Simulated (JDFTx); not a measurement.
Input of a JDFTx 1.7.0 (patched build) run:

Contents of W2C.in:

```
lattice \
    5.8015454535    -2.9007727267     0.0000000000 \
    0.0000000000     5.0242857438     0.0000000000 \
    0.0000000000     0.0000000000     8.8409476138
coords-type Lattice
ion W      0.6666666667     0.3333333333     0.2536690000 1
ion W      0.3333333333     0.6666666667     0.7463310000 1
ion C      0.0000000000     0.0000000000     0.0000000000 1

ion-species pseudo/W.upf
ion-species pseudo/C.upf
elec-cutoff 41
elec-ex-corr gga-PBE
kpoint-folding 10 10 6
elec-smearing Fermi 0.0018374661
elec-n-bands 23
electronic-SCF nIterations 100 energyDiffThreshold 1e-08
electronic-minimize nIterations 30 energyDiffThreshold 1e-7
converge-empty-states yes
forces-output-coords Cartesian

dump-name run.$VAR
dump End Ecomponents EigStats BandEigs Kpoints Forces Stress
```

Potentials or basis: PseudoDojo-SR-PBE-0.5-standard.

Run with:

```bash
$ jdftx -c 1 -i W2C.in -o W2C.out
```

Question: Predict the Loewdin charges.

Answer: W +0.45; C -0.70 e.

Question: Estimate the pressure.

Answer: -1.6 GPa.

Question: Estimate the band gap on the k mesh.

Answer: None (metal or under the smearing width).

Question: Estimate the largest force.

Answer: 0.038 eV/Å.

Stress tensor (GPa, compression positive):
```
-2.02  0.00  0.00
 0.00 -2.02  0.00
 0.00  0.00 -0.87
```

Caveat: forces may be off by hundredths of an eV/Å. The run has no spin-orbit coupling, so splittings on W are missing.
